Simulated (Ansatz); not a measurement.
# ZnS (Wurtzite-6H): a point defect seen from the nuclei (Zn vacancy)

Wanted: the field gradients around Zn vacancy in ZnS (Wurtzite-6H), cell charge -2, before and after the neighbours move. The cell is a supercell built from an entry of the Crystallography Open Database (COD) (the entry's cell lengths or inner coordinates differ somewhat from later room-temperature determinations). Planned: a single point, then a relaxation.

The COD entry's cell or inner coordinates are ideal or old and differ from later refinements, so a difference from it is no clean test against experiment.

Method: DFT, PBE, plane-wave PAW, default files, scalar-relativistic, in Ansatz 0.2.0.

**1. Starting point**

It takes space group P3m1 (No. 156, trigonal). Conventional cell: a = 7.624 Å, b = 7.624 Å, c = 18.690 Å, α = 90.00°, β = 90.00°, γ = 120.00°. Zn (site symmetry m) is surrounded by 4 S at 2.33 to 2.34 Å. Around Zn (site symmetry 3m) lie 4 S at 2.33 to 2.34 Å. Only part of the 23 independent sites is listed.

Coordinates:

```cif
data_structure
_symmetry_space_group_name_H-M 'P3m1'
_symmetry_Int_Tables_number 156
_cell_length_a 7.6240
_cell_length_b 7.6240
_cell_length_c 18.6900
_cell_angle_alpha 90.000
_cell_angle_beta 90.000
_cell_angle_gamma 120.000
_cell_volume 940.82
loop_
_atom_site_label
_atom_site_type_symbol
_atom_site_symmetry_multiplicity
_atom_site_Wyckoff_symbol
_atom_site_fract_x
_atom_site_fract_y
_atom_site_fract_z
_atom_site_occupancy
Zn1 Zn 3 d 0.83333 0.66667 0.00000 1
Zn2 Zn 1 b 0.33333 0.66667 0.00000 1
Zn3 Zn 3 d 0.83333 0.66667 0.50000 1
Zn4 Zn 1 b 0.33333 0.66667 0.50000 1
Zn5 Zn 3 d 0.00000 0.50000 0.16667 1
Zn6 Zn 3 d 0.16667 0.83333 0.66667 1
Zn7 Zn 1 c 0.66667 0.33333 0.66667 1
Zn8 Zn 3 d 0.16667 0.83333 0.33333 1
Zn9 Zn 1 c 0.66667 0.33333 0.33333 1
Zn10 Zn 1 a 0.00000 0.00000 0.83333 1
Zn11 Zn 3 d 0.00000 0.50000 0.83333 1
S1 S 3 d 0.83333 0.66667 0.12500 1
S2 S 1 b 0.33333 0.66667 0.12500 1
S3 S 3 d 0.83333 0.66667 0.62500 1
S4 S 1 b 0.33333 0.66667 0.62500 1
S5 S 1 a 0.00000 0.00000 0.29167 1
S6 S 3 d 0.00000 0.50000 0.29167 1
S7 S 3 d 0.16667 0.83333 0.79167 1
S8 S 1 c 0.66667 0.33333 0.79167 1
S9 S 3 d 0.16667 0.83333 0.45833 1
S10 S 1 c 0.66667 0.33333 0.45833 1
S11 S 1 a 0.00000 0.00000 0.95833 1
S12 S 3 d 0.00000 0.50000 0.95833 1
```

The vacant site is at (0.167, 0.333, 0.167) in fractional coordinates of the input's cell.

**2. Single point at the given positions**

Input file input.yaml:

```yaml
crystal:
  lattice:
    - [7.624, 0.0, 0.0]
    - [-3.812, 6.6025776784, 0.0]
    - [0.0, 0.0, 18.68999]
  atoms:
    - { symbol: Zn, position: [0.0, 0.0, 0.0] }
    - { symbol: Zn, position: [0.0, 0.5, 0.0] }
    - { symbol: Zn, position: [0.5, 0.0, 0.0] }
    - { symbol: Zn, position: [0.5, 0.5, 0.0] }
    - { symbol: Zn, position: [0.0, 0.0, 0.5] }
    - { symbol: Zn, position: [0.0, 0.5, 0.5] }
    - { symbol: Zn, position: [0.5, 0.0, 0.5] }
    - { symbol: Zn, position: [0.5, 0.5, 0.5] }
    - { symbol: Zn, position: [0.1666666666, 0.8333333334, 0.16667] }
    - { symbol: Zn, position: [0.6666666666, 0.3333333334, 0.16667] }
    - { symbol: Zn, position: [0.6666666666, 0.8333333334, 0.16667] }
    - { symbol: Zn, position: [0.3333333334, 0.1666666666, 0.66667] }
    - { symbol: Zn, position: [0.3333333334, 0.6666666666, 0.66667] }
    - { symbol: Zn, position: [0.8333333334, 0.1666666666, 0.66667] }
    - { symbol: Zn, position: [0.8333333334, 0.6666666666, 0.66667] }
    - { symbol: Zn, position: [0.3333333334, 0.1666666666, 0.33333] }
    - { symbol: Zn, position: [0.3333333334, 0.6666666666, 0.33333] }
    - { symbol: Zn, position: [0.8333333334, 0.1666666666, 0.33333] }
    - { symbol: Zn, position: [0.8333333334, 0.6666666666, 0.33333] }
    - { symbol: Zn, position: [0.1666666666, 0.3333333334, 0.83333] }
    - { symbol: Zn, position: [0.1666666666, 0.8333333334, 0.83333] }
    - { symbol: Zn, position: [0.6666666666, 0.3333333334, 0.83333] }
    - { symbol: Zn, position: [0.6666666666, 0.8333333334, 0.83333] }
    - { symbol: S, position: [0.0, 0.0, 0.125] }
    - { symbol: S, position: [0.0, 0.5, 0.125] }
    - { symbol: S, position: [0.5, 0.0, 0.125] }
    - { symbol: S, position: [0.5, 0.5, 0.125] }
    - { symbol: S, position: [0.0, 0.0, 0.625] }
    - { symbol: S, position: [0.0, 0.5, 0.625] }
    - { symbol: S, position: [0.5, 0.0, 0.625] }
    - { symbol: S, position: [0.5, 0.5, 0.625] }
    - { symbol: S, position: [0.1666666666, 0.3333333334, 0.29167] }
    - { symbol: S, position: [0.1666666666, 0.8333333334, 0.29167] }
    - { symbol: S, position: [0.6666666666, 0.3333333334, 0.29167] }
    - { symbol: S, position: [0.6666666666, 0.8333333334, 0.29167] }
    - { symbol: S, position: [0.3333333334, 0.1666666666, 0.79167] }
    - { symbol: S, position: [0.3333333334, 0.6666666666, 0.79167] }
    - { symbol: S, position: [0.8333333334, 0.1666666666, 0.79167] }
    - { symbol: S, position: [0.8333333334, 0.6666666666, 0.79167] }
    - { symbol: S, position: [0.3333333334, 0.1666666666, 0.45833] }
    - { symbol: S, position: [0.3333333334, 0.6666666666, 0.45833] }
    - { symbol: S, position: [0.8333333334, 0.1666666666, 0.45833] }
    - { symbol: S, position: [0.8333333334, 0.6666666666, 0.45833] }
    - { symbol: S, position: [0.1666666666, 0.3333333334, 0.95833] }
    - { symbol: S, position: [0.1666666666, 0.8333333334, 0.95833] }
    - { symbol: S, position: [0.6666666666, 0.3333333334, 0.95833] }
    - { symbol: S, position: [0.6666666666, 0.8333333334, 0.95833] }
total_charge: -2
kpoints:
  mp_grid: { grid: [3, 3, 1] }
scf:
  occupations: { method: fermi_dirac, width: 0.01 }
hamiltonian:
  xc: pbe
  pseudopotentials: { kind: paw }
output:
  forces: true
  stress: true
  populations: true
  efg:
    quadrupole_moments_barn: { Zn: 0.122, S: -0.0694 }
    contact_densities: true
```

Command:

```
ansatz run input.yaml --threads 1 --pin off --max-ram 3072MiB --backend cpu --events-out ev --progress --plain --runs-dir out
```

Standard output:

```text
Warning: RAYON_NUM_THREADS=1 ignored (pool sized by the plan → 1); use --threads N
Engine: ansatz 0.2.0, x86_64-unknown-linux-gnu
Pseudopotentials: kind: paw
Pseudopotential: Zn, paw, valence charge 12, recommended cutoff 420 eV (normal), Zn.paw.azcp
Pseudopotential: S, paw, valence charge 6, recommended cutoff 420 eV (normal), S.paw.azcp
Functional definition: PBE
  parameter kappa = 0.804
  parameter beta = 0.06672455060314922
  exchange = pbe_x(kappa = kappa, mu = beta*pi^2/3)
  correlation = pbe_c(beta = beta)
Crystal: 47 atoms, lattice volume = 940.818 Å³
Basis set: ecut = 420 eV, 18453 PW (Γ), exchange–correlation on 108×108×250 points (8 copies of the dense FFT grid, shifted against one another)
Bands: 258, of which v1, the nominal top of the filled ones, is band 211 counted from 1 (210 counted from 0)
Symmetry: 6 space group operations
Space group: P3m1 (ITA 156), of the structure as read, at distance tolerance 9.8e-5 Å
k-points: 3 of 9 (time reversal used)
Non-local potential: Zn, projectors of the file, l = 0: 2, l = 1: 2, l = 2: 3, l = 3: 1
Non-local potential: S, projectors of the file, l = 0: 2, l = 1: 2, l = 2: 2
PAW form: soft (Blöchl's): semilocal exchange-correlation on the pseudo side does not see the compensation charge
PAW one-centre angular grid: Zn, 590 points (default); XC on 64 Gauss nodes
PAW one-centre angular grid: S, 110 points (default); XC on 64 Gauss nodes
Initial density: superposition of atomic densities (neutral atoms scaled as one to the charged cell's electrons: chi_scale 0, normalization atom), corrected by the library's trained network
Initial wavefunctions: pseudopotential atomic-orbital guess
Functional: x = pbe(κ = 0.804, μ = 0.2195149727645171), c = pbe(β = 0.06672455060314922)
SCF iter   1: F=—  HF=-98011.500716 eV  |F-HF|=—  |Δ(HF+E_count)|=         —  Δρ=2.21e-2  dr2=5.58e0  ethr=1.77e-3  ⟨swp⟩=7.0  Hψ=3449  notcnv=0  defer=35
preconditioner: auto → Resta (q_TF=auto, 2.387 Å⁻¹)  ε∞=6.9  [insulator: Δε(μ)=1.591 eV  Ē_g=10.261 eV  σ=0.010 eV  W_gap=1.00  n_scr=212 (ndim 8)  ℏωp=24.9 eV  f_vac=0.033  D(μ)=0.00/eV (n_scr^D=0)  ε∞_Penn≈6.9]
SCF iter   2: F=—  HF=-98010.243919 eV  |F-HF|=—  |Δ(HF+E_count)|=    1.26e0  Δρ=3.80e-3  dr2=8.20e-1  ethr=1.32e-3  ⟨swp⟩=2.0  Hψ=1475  notcnv=0  defer=118
SCF iter   3: F=—  HF=-98009.969986 eV  |F-HF|=—  |Δ(HF+E_count)|=   2.74e-1  Δρ=3.97e-3  dr2=4.26e-1  ethr=1.94e-4  ⟨swp⟩=2.3  Hψ=1476  notcnv=0  defer=118
SCF iter   4: F=—  HF=-98009.868090 eV  |F-HF|=—  |Δ(HF+E_count)|=   1.02e-1  Δρ=1.79e-3  dr2=5.03e-2  ethr=1.01e-4  ⟨swp⟩=2.0  Hψ=1249  notcnv=0  defer=118
SCF iter   5: F=—  HF=-98009.861837 eV  |F-HF|=—  |Δ(HF+E_count)|=   6.25e-3  Δρ=3.80e-4  dr2=2.71e-3  ethr=1.19e-5  ⟨swp⟩=2.3  Hψ=1489  notcnv=0  defer=118
SCF iter   6: F=—  HF=-98009.862560 eV  |F-HF|=—  |Δ(HF+E_count)|=   7.23e-4  Δρ=2.60e-4  dr2=6.05e-4  ethr=6.43e-7  ⟨swp⟩=2.0  Hψ=1230  notcnv=0  defer=118
SCF iter   7: F=—  HF=-98009.863007 eV  |F-HF|=—  |Δ(HF+E_count)|=   4.48e-4  Δρ=3.11e-4  dr2=5.53e-4  ethr=1.43e-7  ⟨swp⟩=2.0  Hψ=1232  notcnv=0  defer=118
SCF iter   8: F=—  HF=-98009.862687 eV  |F-HF|=—  |Δ(HF+E_count)|=   3.21e-4  Δρ=4.24e-5  dr2=2.23e-5  ethr=1.31e-7  ⟨swp⟩=2.0  Hψ=1226  notcnv=0  defer=118
SCF iter   9: F=—  HF=-98009.861553 eV  |F-HF|=—  |Δ(HF+E_count)|=   1.13e-3  Δρ=1.50e-5  dr2=4.34e-6  ethr=5.28e-9  ⟨swp⟩=2.0  Hψ=1228  notcnv=0  defer=118
SCF iter  10: F=—  HF=-98009.861556 eV  |F-HF|=—  |Δ(HF+E_count)|=   3.30e-6  Δρ=4.41e-6  dr2=2.76e-7  ethr=1.03e-9  ⟨swp⟩=2.0  Hψ=1255  notcnv=0  defer=118
SCF iter  11: F=—  HF=-98009.861557 eV  |F-HF|=—  |Δ(HF+E_count)|=   2.15e-7  Δρ=4.49e-6  dr2=1.16e-7  ethr=2.37e-11  ⟨swp⟩=15.0  Hψ=4717  notcnv=0
SCF iter  12: F=-98009.861557 eV  HF=-98009.861557 eV  |F-HF|=2.43e-8  |Δ(HF+E_count)|=   4.45e-8  Δρ=2.00e-6  dr2=3.45e-8  ethr=2.37e-11  ⟨swp⟩=4.3  Hψ=2657  notcnv=0
SCF 1 converged in 12 iterations: F = -98009.861557 eV  dr2 = 3.45e-8
SCF converged after 12 iterations
Free energy (F): -98009.861557 eV
Harris-Foulkes:  -98009.861557 eV  (|F-HF|=2.43e-8)
Internal energy: -98009.861555 eV  (E = F + TS)
E sigma→0 (E₀):  -98009.861556 eV
Entropy (-TS):   -0.000002 eV (-0.000 meV/atom)
Fermi energy:    7.400594 eV
--- Per-component energies (eV) ---
[... 15 lines left out ...]
--- Forces (eV/Å), atoms counted from 1 ---
  atom   1  Zn    -0.00000000    -0.10134468     1.16368794
  atom   2  Zn    -0.08776707     0.05067234     1.16368794
  atom   3  Zn    -0.00000000    -0.00000000     0.42327800
  atom   4  Zn     0.08776707     0.05067234     1.16368794
  atom   5  Zn     0.00000000     0.06715184    -0.26008005
  atom   6  Zn     0.05815520    -0.03357592    -0.26008005
[... 41 lines left out ...]
  max |Σ_I F_I| component: 3.02e-6 eV/Å
--- Stress (GPa, compression-positive) ---
        1.866646       0.000000       0.000000
        0.000000       1.866646       0.000000
        0.000000       0.000000       1.489816
  P = ⅓ Tr σ = 1.7410 GPa (17.410 kbar)
--- PAW observables at the nuclei: V_zz in 10²¹ V/m², potentials from the cell's mean, atoms counted from 1 ---
  atom   1  Zn V_zz =    -3.082132   η = 0.2218   by run symmetry: allowed   C_q = -9.0921 MHz
            electrostatic potential = -3941.811775 V   contact ρ = 166605.171304 e/Å³
  atom   2  Zn V_zz =    -3.082132   η = 0.2218   by run symmetry: allowed   C_q = -9.0921 MHz
            electrostatic potential = -3941.811775 V   contact ρ = 166605.171303 e/Å³
  atom   3  Zn V_zz =    -1.357997   η = 0.0000   by run symmetry: allowed   C_q = -4.0060 MHz
            electrostatic potential = -3941.481063 V   contact ρ = 166604.277809 e/Å³
  atom   4  Zn V_zz =    -3.082132   η = 0.2218   by run symmetry: allowed   C_q = -9.0921 MHz
            electrostatic potential = -3941.811775 V   contact ρ = 166605.171303 e/Å³
  atom   5  Zn V_zz =    +0.732215   η = 0.3454   by run symmetry: allowed   C_q = +2.1600 MHz
            electrostatic potential = -3940.715549 V   contact ρ = 166604.629857 e/Å³
  atom   6  Zn V_zz =    +0.732215   η = 0.3454   by run symmetry: allowed   C_q = +2.1600 MHz
            electrostatic potential = -3940.715549 V   contact ρ = 166604.629858 e/Å³
  atom   7  Zn V_zz =    +0.983370   η = 0.0000   by run symmetry: allowed   C_q = +2.9009 MHz
            electrostatic potential = -3940.796069 V   contact ρ = 166605.105277 e/Å³
  atom   8  Zn V_zz =    +0.732215   η = 0.3454   by run symmetry: allowed   C_q = +2.1600 MHz
            electrostatic potential = -3940.715549 V   contact ρ = 166604.629858 e/Å³
  atom   9  Zn V_zz =    +3.048628   η = 0.4622   by run symmetry: allowed   C_q = +8.9933 MHz
            electrostatic potential = -3942.502610 V   contact ρ = 166604.803774 e/Å³
  atom  10  Zn V_zz =    +3.048628   η = 0.4622   by run symmetry: allowed   C_q = +8.9933 MHz
            electrostatic potential = -3942.502610 V   contact ρ = 166604.803774 e/Å³
  atom  11  Zn V_zz =    +3.048628   η = 0.4622   by run symmetry: allowed   C_q = +8.9933 MHz
            electrostatic potential = -3942.502610 V   contact ρ = 166604.803774 e/Å³
  atom  12  Zn V_zz =    -0.434976   η = 0.2331   by run symmetry: allowed   C_q = -1.2832 MHz
            electrostatic potential = -3940.473965 V   contact ρ = 166604.515190 e/Å³
  atom  13  Zn V_zz =    -0.434976   η = 0.2331   by run symmetry: allowed   C_q = -1.2832 MHz
            electrostatic potential = -3940.473965 V   contact ρ = 166604.515190 e/Å³
  atom  14  Zn V_zz =    -0.434976   η = 0.2331   by run symmetry: allowed   C_q = -1.2832 MHz
            electrostatic potential = -3940.473965 V   contact ρ = 166604.515190 e/Å³
  atom  15  Zn V_zz =    -0.364973   η = 0.0000   by run symmetry: allowed   C_q = -1.0767 MHz
            electrostatic potential = -3940.451671 V   contact ρ = 166604.485578 e/Å³
  atom  16  Zn V_zz =    -2.468664   η = 0.9606   by run symmetry: allowed   C_q = -7.2824 MHz
            electrostatic potential = -3941.716377 V   contact ρ = 166605.245973 e/Å³
  atom  17  Zn V_zz =    -2.468664   η = 0.9606   by run symmetry: allowed   C_q = -7.2824 MHz
            electrostatic potential = -3941.716377 V   contact ρ = 166605.245971 e/Å³
  atom  18  Zn V_zz =    -2.468664   η = 0.9606   by run symmetry: allowed   C_q = -7.2824 MHz
            electrostatic potential = -3941.716377 V   contact ρ = 166605.245973 e/Å³
  atom  19  Zn V_zz =    +1.889274   η = 0.0000   by run symmetry: allowed   C_q = +5.5733 MHz
            electrostatic potential = -3941.405619 V   contact ρ = 166604.668933 e/Å³
  atom  20  Zn V_zz =    -1.848405   η = 0.0000   by run symmetry: allowed   C_q = -5.4527 MHz
            electrostatic potential = -3940.819553 V   contact ρ = 166605.125839 e/Å³
  atom  21  Zn V_zz =    -1.675806   η = 0.0627   by run symmetry: allowed   C_q = -4.9435 MHz
            electrostatic potential = -3940.790322 V   contact ρ = 166605.049035 e/Å³
  atom  22  Zn V_zz =    -1.675806   η = 0.0627   by run symmetry: allowed   C_q = -4.9435 MHz
            electrostatic potential = -3940.790322 V   contact ρ = 166605.049035 e/Å³
  atom  23  Zn V_zz =    -1.675806   η = 0.0627   by run symmetry: allowed   C_q = -4.9435 MHz
            electrostatic potential = -3940.790322 V   contact ρ = 166605.049035 e/Å³
  atom  24  S  V_zz =   -11.408550   η = 0.3384   by run symmetry: allowed   C_q = +19.1445 MHz
            electrostatic potential = -1634.811568 V   contact ρ = 19766.485045 e/Å³
  atom  25  S  V_zz =   -11.408550   η = 0.3384   by run symmetry: allowed   C_q = +19.1445 MHz
            electrostatic potential = -1634.811568 V   contact ρ = 19766.485044 e/Å³
  atom  26  S  V_zz =    +3.284962   η = 0.0000   by run symmetry: allowed   C_q = -5.5124 MHz
            electrostatic potential = -1633.648828 V   contact ρ = 19765.082088 e/Å³
  atom  27  S  V_zz =   -11.408550   η = 0.3384   by run symmetry: allowed   C_q = +19.1445 MHz
            electrostatic potential = -1634.811568 V   contact ρ = 19766.485044 e/Å³
  atom  28  S  V_zz =    -0.704752   η = 0.1542   by run symmetry: allowed   C_q = +1.1826 MHz
            electrostatic potential = -1632.004357 V   contact ρ = 19765.016802 e/Å³
  atom  29  S  V_zz =    -0.704752   η = 0.1542   by run symmetry: allowed   C_q = +1.1826 MHz
            electrostatic potential = -1632.004357 V   contact ρ = 19765.016802 e/Å³
  atom  30  S  V_zz =    -0.974549   η = 0.0000   by run symmetry: allowed   C_q = +1.6354 MHz
            electrostatic potential = -1632.049632 V   contact ρ = 19765.068281 e/Å³
  atom  31  S  V_zz =    -0.704752   η = 0.1542   by run symmetry: allowed   C_q = +1.1826 MHz
            electrostatic potential = -1632.004357 V   contact ρ = 19765.016802 e/Å³
  atom  32  S  V_zz =    -8.029827   η = 0.0000   by run symmetry: allowed   C_q = +13.4747 MHz
            electrostatic potential = -1634.133896 V   contact ρ = 19767.411473 e/Å³
  atom  33  S  V_zz =    +1.213813   η = 0.4031   by run symmetry: allowed   C_q = -2.0369 MHz
            electrostatic potential = -1633.195219 V   contact ρ = 19765.138850 e/Å³
  atom  34  S  V_zz =    +1.213813   η = 0.4031   by run symmetry: allowed   C_q = -2.0369 MHz
            electrostatic potential = -1633.195219 V   contact ρ = 19765.138850 e/Å³
  atom  35  S  V_zz =    +1.213813   η = 0.4031   by run symmetry: allowed   C_q = -2.0369 MHz
            electrostatic potential = -1633.195219 V   contact ρ = 19765.138850 e/Å³
  atom  36  S  V_zz =    +0.290293   η = 0.3059   by run symmetry: allowed   C_q = -0.4871 MHz
            electrostatic potential = -1632.185338 V   contact ρ = 19765.110835 e/Å³
  atom  37  S  V_zz =    +0.290293   η = 0.3059   by run symmetry: allowed   C_q = -0.4871 MHz
            electrostatic potential = -1632.185338 V   contact ρ = 19765.110835 e/Å³
  atom  38  S  V_zz =    +0.290293   η = 0.3059   by run symmetry: allowed   C_q = -0.4871 MHz
            electrostatic potential = -1632.185338 V   contact ρ = 19765.110835 e/Å³
  atom  39  S  V_zz =    +0.302334   η = 0.0000   by run symmetry: allowed   C_q = -0.5073 MHz
            electrostatic potential = -1632.148231 V   contact ρ = 19765.060942 e/Å³
  atom  40  S  V_zz =    -1.946444   η = 0.1288   by run symmetry: allowed   C_q = +3.2663 MHz
            electrostatic potential = -1632.442594 V   contact ρ = 19765.293793 e/Å³
  atom  41  S  V_zz =    -1.946444   η = 0.1288   by run symmetry: allowed   C_q = +3.2663 MHz
            electrostatic potential = -1632.442594 V   contact ρ = 19765.293793 e/Å³
  atom  42  S  V_zz =    -1.946444   η = 0.1288   by run symmetry: allowed   C_q = +3.2663 MHz
            electrostatic potential = -1632.442594 V   contact ρ = 19765.293793 e/Å³
  atom  43  S  V_zz =    -1.197572   η = 0.0000   by run symmetry: allowed   C_q = +2.0096 MHz
            electrostatic potential = -1632.323657 V   contact ρ = 19765.065318 e/Å³
  atom  44  S  V_zz =    +1.731851   η = 0.0000   by run symmetry: allowed   C_q = -2.9062 MHz
            electrostatic potential = -1632.966387 V   contact ρ = 19765.431655 e/Å³
  atom  45  S  V_zz =    +1.932962   η = 0.2668   by run symmetry: allowed   C_q = -3.2437 MHz
            electrostatic potential = -1632.912273 V   contact ρ = 19765.318631 e/Å³
  atom  46  S  V_zz =    +1.932962   η = 0.2668   by run symmetry: allowed   C_q = -3.2437 MHz
            electrostatic potential = -1632.912273 V   contact ρ = 19765.318630 e/Å³
  atom  47  S  V_zz =    +1.932962   η = 0.2668   by run symmetry: allowed   C_q = -3.2437 MHz
            electrostatic potential = -1632.912273 V   contact ρ = 19765.318631 e/Å³
--- Band table (eV) ---
[... 3 lines left out ...]
--- Löwdin populations: 47 sites ---
  site symbol       q [e]
[... 47 lines left out ...]
  spilling = 0.011493 (of n_electrons = 422.000000)
```

Run time: 4.4 min. Hardware: 1 thread of Intel Xeon Platinum 8488C (Sapphire Rapids), shared host; peak memory 1.9 GiB.

At the end: gap on the mesh 0.21 eV, largest force 1.168 eV/Å, pressure 1.7 GPa.

Site by site (atoms counted from 1): 11 of 23, those nearest the defect, the farthest of each element and the two largest gradients.

```
site       atoms  distance from the defect (Å)  V_zz (10²¹ V/m²)     η     C_Q (MHz)
 S24  24, 25, 27                          2.33            -11.41  0.34    19.1 (³³S)
 S32          32                          2.34             -8.03  0.00    13.5 (³³S)
 Zn9   9, 10, 11                          3.81              3.05  0.46   8.99 (⁶⁷Zn)
Zn16  16, 17, 18                          3.81             -2.47  0.96  -7.28 (⁶⁷Zn)
 Zn1     1, 2, 4                          3.81             -3.08  0.22  -9.09 (⁶⁷Zn)
 S44          44                          3.89              1.73  0.00   -2.91 (³³S)
 S26          26                          4.47              3.28  0.00   -5.51 (³³S)
 S33  33, 34, 35                          4.47              1.21  0.40   -2.04 (³³S)
Zn19          19                          5.39              1.89  0.00   5.57 (⁶⁷Zn)
 S30          30                          9.63             -0.97  0.00    1.64 (³³S)
Zn15          15                         10.33             -0.36  0.00  -1.08 (⁶⁷Zn)
```

C_Q = eQV_zz/h, which is 24.18 MHz for Q = 1 b and V_zz = 10²¹ V/m²; η = (V_xx − V_yy)/V_zz. Q values from Pyykkö, Mol. Phys. 116, 1328 (2018).

Direction of the V_zz axis (Cartesian unit vector):

```
site  atom      x      y     z
 Zn1     1   0.00  -0.14  0.99
 Zn3     3   0.00   0.00  1.00
 Zn5     5   0.00   0.08  1.00
 Zn7     7   0.00   0.00  1.00
 Zn9     9  -0.29  -0.17  0.94
Zn12    12  -0.03   0.02  1.00
Zn15    15   0.00   0.00  1.00
Zn19    19   0.00   0.00  1.00
Zn20    20   0.00   0.00  1.00
```

(Part 1 of 2 ends here.)
